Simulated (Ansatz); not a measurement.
Runs of Ansatz 0.2.0 on Pd. Symmetry: Fm-3m, No. 225, cubic system. The conventional cell has a = 3.893 Å, b = 3.893 Å, c = 3.893 Å, α = 90.00°, β = 90.00°, γ = 90.00°. Pd (site symmetry m-3m) has 12 Pd at 2.75 Å as nearest neighbours. 

```csv
task,level,spin,k mesh,smearing,points for each segment of the path,atoms under strain,gap on the mesh (eV),pressure (GPa)
single point,LDA,off,12 × 12 × 12,gaussian 0.1 eV,-,-,none,-8.7
band structure,LDA,"non-collinear, ferromagnetic start",9 × 9 × 9,gaussian 0.01 eV,14,-,none,-9.0
elastic constants,PBEsol,off,9 × 9 × 9,fermi-dirac 0.05 eV,-,relaxed,none,(a)
single point,RPBE,off,12 × 12 × 12,gaussian 0.1 eV,-,-,none,11.6
```

Alike in all rows: potentials or basis Ansatz PAW; cell as given; cutoff (eV) 420.

Question: Fill in the values left out.

Answer: (a) -3.0.

Caveats: the PAW data sets come from PBE, with cores solved anew for the run's functional, which leaves a small shift of forces and pressure; the starting moments weren't kept (some runs); elastic constants of metals need much finer meshes, so these are rough (some runs).

A k mesh can miss the band edges, and the runs leave out spin-orbit coupling on Pd.

A gap of «none» marks a metal or a gap under the smearing width.

Runs at the PBE level aren't shown here.
